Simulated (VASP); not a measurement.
# Se (Cmcm) in VASP: a series of runs

Runs on Se. Level: PBE. Tasks: single point.

Everything below comes from runs of VASP 6.6.1. Logs are shortened: lines on timing, memory, paths and dates and some standing lists are left out, and cuts for length are marked.

**1. Starting point**

Symmetry: Cmcm, No. 63, orthorhombic system. Conventional cell: a = 2.789 Å, b = 8.078 Å, c = 4.613 Å, α = 90.00°, β = 90.00°, γ = 90.00°. Se (site symmetry m2m) is surrounded by 4 Se at 2.53 to 2.79 Å.

This isn't the form of Se at room conditions, which is trigonal, of chains.

**2. Single point, PBE**

Contents of INCAR:

```
SYSTEM = Se
  PREC = Accurate
  ENCUT = 520
  EDIFF = 1E-4
  ISMEAR = 0
  SIGMA = 0.05
  LREAL = .False.
  LASPH = .True.
  NELM = 100
  ALGO = Normal
  ISIF = 2
  LWAVE = .False.
  LCHARG = .False.
  GGA = PE
  ADDGRID = .False.
```

Contents of KPOINTS:

```
regular mesh
0
Gamma
  9 9 5
  0 0 0
```

Contents of POSCAR:

```
Se
1.0
    1.3942694300     -4.0390027650      0.0000000000
    1.3942694300      4.0390027650      0.0000000000
    0.0000000000      0.0000000000      4.6134314000
Se
2
Direct
    0.0643446800      0.9356553200      0.2500000000
    0.9356553200      0.0643446800      0.7500000000
```

Potentials or basis: VASP PAW PBE potentials, release 64 (Se).

Run with:

```console
> cat potpaw_PBE.64/Se/POTCAR > POTCAR
> mpirun -np 1 vasp_std > vasp.out
```

OUTCAR:

```text
SYSTEM = Se
   PREC = Accurate
   ENCUT = 520
   EDIFF = 1E-4
   ISMEAR = 0
   LREAL = .False.
   LASPH = .True.
   NELM = 100
   ISIF = 2
   GGA = PE

 Found     75 irreducible k-points:

 Following reciprocal coordinates:
            Coordinates               Weight
  0.000000  0.000000  0.000000      1.000000
  0.111111  0.000000  0.000000      4.000000
  0.222222 -0.000000  0.000000      4.000000
  0.333333 -0.000000  0.000000      4.000000
  0.444444 -0.000000  0.000000      4.000000
  0.111111  0.111111  0.000000      2.000000
   k-points           NKPTS =     75   k-points in BZ     NKDIM =     75   number of bands    NBANDS=     10
   number of dos      NEDOS =    301   number of ions     NIONS =      2
   total plane-waves  NPLWV =  36864
   dimension x,y,z NGX =    32 NGY =   32 NGZ =   36
   dimension x,y,z NGXF=    64 NGYF=   64 NGZF=   72
   ions per type =               2
   NGX,Y,Z   is equivalent  to a cutoff of  12.45, 12.45, 12.97 a.u.
   NGXF,Y,Z  is equivalent  to a cutoff of  24.90, 24.90, 25.95 a.u.
 SYSTEM =  Se
   PREC   = accura    normal or accurate (medium, high low for compatibility)
   ISTART =      0    job   : 0-new  1-cont  2-samecut
   ICHARG =      2    charge: 1-file 2-atom 10-const
   ISPIN  =      1    spin polarized calculation?
   LNONCOLLINEAR =      F non collinear calculations
   LSORBIT =      F    spin-orbit coupling
   LASPH  =      T    aspherical Exc in radial PAW
   ENCUT  =  520.0 eV  38.22 Ry    6.18 a.u.   7.94  7.94  8.58*2*pi/ulx,y,z
   NELM   =    100;   NELMIN=  2; NELMDL= -5     # of ELM steps
   EDIFF  = 0.1E-03   stopping-criterion for ELM
   LREAL  =      F    real-space projection
   EDIFFG = 0.1E-02   stopping-criterion for IOM
   NSW    =      0    number of steps for IOM
   IBRION =     -1    ionic relax: 0-MD 1-quasi-New 2-CG
   NFREE  =      0    steps in history (QN), initial steepest desc. (CG)
   ISIF   =      2    stress and relaxation
   ISYM   =      2    0-nonsym 1-usesym 2-fastsym
   POTIM  = 0.5000    time-step for ionic-motion
   TEBEG  =    0.0;   TEEND  =   0.0 temperature during run
   PSTRESS=    0.0 pullay stress
   NELECT =      12.0000    total number of electrons
   NUPDOWN=      -1.0000    fix difference up-down
   EMIN   =  10.00;   EMAX   =-10.00  energy-range for DOS
   EFERMI =   0.00;   METHOD = LEGACY
   ISMEAR =     0;   SIGMA  =   0.05  broadening in eV -4-tet -1-fermi 0-gaus
   EFERMI_NEDOS =   21; number of points for ismear=-14 and -15
   IALGO  =     38    algorithm
   IMIX   =      4    mixing-type and parameters
     AMIX     =   0.40;   BMIX     =  1.00
     AMIX_MAG =   1.60;   BMIX_MAG =  1.00
  volume/ion in A,a.u.               =      25.98       175.32
  Fermi-wavevector in a.u.,A,eV,Ry     =   1.004408  1.898056 13.726046  1.008836
  Thomas-Fermi vector in A             =   2.137022
   LORBIT       =      0    0 simple, 1 ext, 2 COOP (PROOUT), +10 PAW based schemes
   GGA     = PE    functional components
   LHFCALC =     F    Hartree Fock is set to
   AEXX    =    0.0000 exact exchange contribution
   IVDW    =     0    specifies the selected vdW correction
   LEPSILON=     F    determine dielectric tensor
   LRPA    =     F    only Hartree local field effects (RPA)
 non-spin polarized calculation
 Gauss-broadening in eV      SIGMA  =   0.05
  energy-cutoff  :      520.00
  volume of cell :       51.96
 maximum number of plane-waves:      1413
   NGX = 15   NGY = 15   NGZ = 17

 number of electron      12.0000000 magnetization

 Free energy of the ion-electron system (eV)
  ---------------------------------------------------
  ext. energy  EPLUGINS =         0.00000000
  ---------------------------------------------------
  free energy    TOTEN  =        -6.64166069 eV

  energy without entropy =       -6.63828352  energy(sigma->0) =       -6.63997210

 E-fermi :   3.3759     XC(G=0):  -9.1022

 val. band max:        3.3748107225   @ k =  -0.4444   0.2222   0.2000
 cond. band min:       3.3880222333   @ k =  -0.3333   0.1111   0.4000
 fundamental gap:      0.0132115108
 Fermi energy:         3.3759143795

 k-point     1 :       0.0000    0.0000    0.0000
  band No.  band energies     occupation
      1     -12.7058      2.00000
      2      -8.7329      2.00000
      3      -3.3204      2.00000
      4       0.8971      2.00000
      5       1.0719      2.00000
      6       5.2583      0.00000
      7       5.6233      0.00000
      8       7.6333      0.00000
      9       8.7253      0.00000
     10      10.1187      0.00000

 k-point     2 :       0.1111    0.0000    0.0000
  band No.  band energies     occupation
      1     -12.5154      2.00000
      2      -8.5532      2.00000
      3      -3.1492      2.00000
      4       0.7954      2.00000
      5       1.4294      2.00000
      6       3.6359      0.00000
      7       5.7041      0.00000
      8       6.2479      0.00000
      9       8.9408      0.00000
     10      10.4974      0.00000

 k-point     3 :       0.2222   -0.0000    0.0000
  band No.  band energies     occupation
      1     -11.9724      2.00000
      2      -8.0381      2.00000
      3      -2.6730      2.00000
      4       0.5913      2.00000
      5       1.2069      2.00000
      6       2.0406      2.00000
      7       3.7289      0.00000
      8       5.9379      0.00000
      9       9.6538      0.00000
     10      11.2513      0.00000

 k-point     4 :       0.3333   -0.0000    0.0000
  band No.  band energies     occupation
      1     -11.1953      2.00000
      2      -7.2924      2.00000
      3      -2.0283      2.00000
      4      -1.6515      2.00000
      5       1.2859      2.00000
      6       1.5214      2.00000
      7       2.6231      2.00000
      8       6.2585      0.00000
      9       9.6361      0.00000
     10      10.0897      0.00000

 k-point     5 :       0.4444   -0.0000    0.0000
  band No.  band energies     occupation
      1     -10.5198      2.00000
      2      -6.6336      2.00000
      3      -3.1747      2.00000
      4      -1.5161      2.00000
      5      -0.1484      2.00000
      6       1.9591      2.00000
      7       2.8606      2.00000
      8       6.4729      0.00000
      9       8.3529      0.00000
     10       9.1696      0.00000

 k-point     6 :       0.1111    0.1111    0.0000
  band No.  band energies     occupation
      1     -11.9986      2.00000
      2      -8.0188      2.00000
      3      -2.7023      2.00000
      4       0.7168      2.00000
      5       1.6173      2.00000
      6       1.7232      2.00000
      7       3.7193      0.00000
      8       6.1486      0.00000
      9       9.5428      0.00000
     10      10.7731      0.00000

 [... further k-points ...]
[... 5 lines left out ...]
  --------------------------------------------------------------------------------------
  -------------------------------------------------------------------------------------
  Total       -0.5294687      0.3931684      1.8345177      0.0000000     -0.0000000      0.0000000
  in kB      -16.3258545     12.1231152     56.5662723      0.0000000     -0.0000000      0.0000000
  external PRESSURE =      17.4545110 kB  Pullay stress =       0.0000000 kB

 VOLUME and BASIS-vectors are now :
 -----------------------------------------------------------------------------
  energy-cutoff  :      520.00
  volume of cell :       51.96
      direct lattice vectors                 reciprocal lattice vectors
     1.394269430 -4.039002765  0.000000000     0.358610746 -0.123792933  0.000000000
     1.394269430  4.039002765  0.000000000     0.358610746  0.123792933  0.000000000
     0.000000000  0.000000000  4.613431400     0.000000000  0.000000000  0.216758398

 POSITION                                       TOTAL-FORCE (eV/Angst)
 -----------------------------------------------------------------------------------
      1.39427      3.51923      1.15336         0.000000     -0.050089     -0.000000
      1.39427     -3.51923      3.46007         0.000000      0.050089      0.000000
 -----------------------------------------------------------------------------------
    total drift:                               -0.000000     -0.000000      0.000000

  FREE ENERGIE OF THE ION-ELECTRON SYSTEM (eV)
  ---------------------------------------------------
  free  energy   TOTEN  =        -6.6416606870 eV

  energy  without entropy=       -6.6382835201  energy(sigma->0) =       -6.63997210
```

Wall time 13 s (1 thread of Intel Xeon Platinum 8488C (Sapphire Rapids), shared host); peak memory 0.19 GiB.

The run converged, but some of its settings lie outside the range that counts as converged, so its numbers aren't taken as properties of the crystal.

What came out:

```yaml
Free_energy: -6.6417 eV
Pressure: 1.7 GPa
Largest_force: 0.050 eV/Å
Band_gap_on_the_k_mesh: none (metal or under the smearing width)
```

(Continued in part 2 of 2.)
